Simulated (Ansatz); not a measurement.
PbS, one cell by several methods

```
Pb S
1.0
     0.00000    2.93579    3.02430
     2.93579    0.00000    3.02430
     2.93579    2.93579    0.00000
Pb S
1 1
Direct
  0.00000 0.00000 0.00000
  0.50000 0.50000 0.50000
```

Atom numbers follow the list: Pb1, S2.

The cell is COD entry 9000001, as deposited and not checked against the literature; nothing was relaxed. The listed cell was then made from it by scaling, straining or moving an atom.

No spin–orbit coupling, which matters for the heavy atoms here.

All numbers are computed: DFT, PBE, PAW with Ansatz's default frozen-core files, scalar-relativistic (Ansatz 0.2.0); DFT, PBE, all-electron PAW with datasets made for the crystal, scalar-relativistic (Ansatz 0.2.0); DFT, PBE, all-electron LAPW, scalar-relativistic (Ansatz 0.2.0).

For PAW: a Γ-centred 8×8×8 k mesh, Fermi–Dirac smearing of 0.01 eV, cutoff 420 eV, no spin polarisation. The crystal-made all-electron datasets (AE datasets) take a cutoff of 260 eV at this cell. LAPW targets a basis error of 0.5 meV/atom. The Ansatz runs share mesh, smearing and spin set-up. Plane-wave (PAW) pressures include the program's estimate of the Pulay term.

Stress and pressure are positive in compression.

The change that made this cell: z strained by +2 % at fixed volume.

Spin–orbit coupling is left out, which moves gradients at and beside heavy atoms by some per cent and at worst by a factor of two.

```json
{"quantity": "pressure (GPa)", "PAW": "2.42", "AE datasets": "2.43", "LAPW": "2.43"}
{"quantity": "stress xx (GPa)", "PAW": "3.65", "AE datasets": "3.66", "LAPW": "3.66"}
{"quantity": "stress zz (GPa)", "PAW": "-0.04", "AE datasets": "-0.03", "LAPW": "-0.03"}
{"quantity": "band gap (eV)", "PAW": "0.332", "AE datasets": "0.330", "LAPW": "0.330"}
{"quantity": "largest principal field gradient Vzz at Pb1 (10²¹ V/m²)", "PAW": "9.25", "AE datasets": "9.46", "LAPW": "–"}
{"quantity": "largest principal field gradient Vzz at S2 (10²¹ V/m²)", "PAW": "0.31", "AE datasets": "0.31", "LAPW": "–"}
```

PAW's pressure differs from the LAPW value by about 0.01 GPa or less.
